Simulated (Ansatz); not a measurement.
# Zr5O9: the cost of one run

Computed with Ansatz 0.2.0 (DFT PBE, scalar-relativistic, plane waves, PAW, unless a step's input says otherwise).

The COD entry's cell or inner coordinates are ideal or old and differ from later refinements, so a difference from it is no clean test against experiment.

## Step 1: Starting point

It takes space group Fm-3m (No. 225, cubic). The conventional cell has a = 5.070 Å, b = 5.070 Å, c = 5.070 Å, α = 90.00°, β = 90.00°, γ = 90.00°. Zr (site symmetry m-3m) has 8 O at 2.20 Å as nearest neighbours. Around O (site symmetry -43m) lie 4 Zr at 2.20 Å.

Coordinates:

```cif
data_structure
_symmetry_space_group_name_H-M 'Fm-3m'
_symmetry_Int_Tables_number 225
_cell_length_a 5.0700
_cell_length_b 5.0700
_cell_length_c 5.0700
_cell_angle_alpha 90.000
_cell_angle_beta 90.000
_cell_angle_gamma 90.000
_cell_volume 130.32
loop_
_atom_site_label
_atom_site_type_symbol
_atom_site_symmetry_multiplicity
_atom_site_Wyckoff_symbol
_atom_site_fract_x
_atom_site_fract_y
_atom_site_fract_z
_atom_site_occupancy
Zr1 Zr 4 a 0.00000 0.00000 0.00000 1
O1 O 8 c 0.25000 0.75000 0.75000 1
```

The structure comes from the Crystallography Open Database.

## Step 5: The grid

Atoms count from 1 in the order of the input.

An atom moved over a plane that holds its own site and a neighbouring vacancy.

First coordinate, path of O14 from its site (0) to the vacancy (1), 2.558 Å: 11 values from −0.125 to 1.125. Second coordinate, shift of O14 across the path, along [1 0 0]: 9 values from −0.900 Å.

Nothing else is relaxed (all other atoms held at the sites of the perfect crystal). Points are written as (first, second).

(The set-up runs are not shown.)

## Step 6: Point (0.125, −0.900 Å)

Input file input.yaml:

```yaml
crystal:
  lattice:
    - [0.0, 0.0, 5.1158833634]
    - [-2.5579416817, 5.1158833634, 2.5579416817]
    - [-5.1158833634, -2.5579416817, 2.5579416817]
  atoms:
    - { symbol: Zr, position: [1.0, 0.0, 0.0] }
    - { symbol: Zr, position: [0.2, 0.2, 0.4] }
    - { symbol: Zr, position: [0.4, 0.4, 0.8] }
    - { symbol: Zr, position: [0.6, 0.6, 0.2] }
    - { symbol: Zr, position: [0.8, 0.8, 0.6] }
    - { symbol: O, position: [0.55, 0.3, 0.1] }
    - { symbol: O, position: [0.75, 0.5, 0.5] }
    - { symbol: O, position: [0.95, 0.7, 0.9] }
    - { symbol: O, position: [0.15, 0.9, 0.3] }
    - { symbol: O, position: [0.05, 0.3, 0.1] }
    - { symbol: O, position: [0.25, 0.5, 0.5] }
    - { symbol: O, position: [0.45, 0.7, 0.9] }
    - { symbol: O, position: [0.65, 0.9, 0.3] }
    - { symbol: O, position: [0.6819463817, 0.1703690789, 0.8407381578] }
total_charge: 2
basis:
  ecutwfc: 420
kpoints:
  mp_grid: { grid: [4, 4, 4] }
hamiltonian:
  xc: pbe
  pseudopotentials: { kind: paw, azcp: { folder: soft_1 } }
scf:
  occupations: { method: gaussian, width: 0.05 }
output:
  forces: true
  stress: true
  eigenvalues: true
  write_density: true
  write_potential: true
  elf: true
  volumetric_format: npy
```

Launch:

```
ansatz run input.yaml --threads 4 --pin off --max-ram 8192MiB --backend cpu --events-out ev --progress --plain --runs-dir out
```

**Question.** How long does this run take on 4 threads of Arm Neoverse V2, shared host, and how much memory does it need?

About 14 s, with a peak of 0.68 GiB.
